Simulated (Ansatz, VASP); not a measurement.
**InP: VASP beside Ansatz**

```
CELL_PARAMETERS angstrom
0.00000 2.73429 2.73429
2.73429 0.00000 2.73429
2.73429 2.73429 0.00000
ATOMIC_POSITIONS crystal
In 0.00000 0.00000 0.00000
P 0.50000 0.50000 0.50000
```

Alike in both runs: functional PBE; dispersion D3(BJ); k mesh 14 × 14 × 14; occupations gaussian, width 0.1 eV; no spin polarisation.

Ansatz relaxed the structure, and its values are those at the end. VASP's run is a single point on that final structure, the one shown.

|  | VASP | Ansatz |
| --- | --- | --- |
| version | VASP 6.6.1 | Ansatz 0.2.0 |
| potentials or method | VASP PAW PBE potentials, release 64 (In_d, P) | scalar-relativistic, plane waves, PAW |
| plane-wave cutoff (eV) | 520 | 420 |
| valence electrons in the cell | 18 | 18 |

```csv
,VASP,Ansatz,Ansatz less VASP
gap on the k mesh at the Fermi level (eV),none,none,-
pressure (GPa),0.0,0.0,+0.03
```

A gap of «none» marks a metal or a gap that the smearing closes.

Caveats: pairwise dispersion overbinds metals, which lowers pressure and volume.
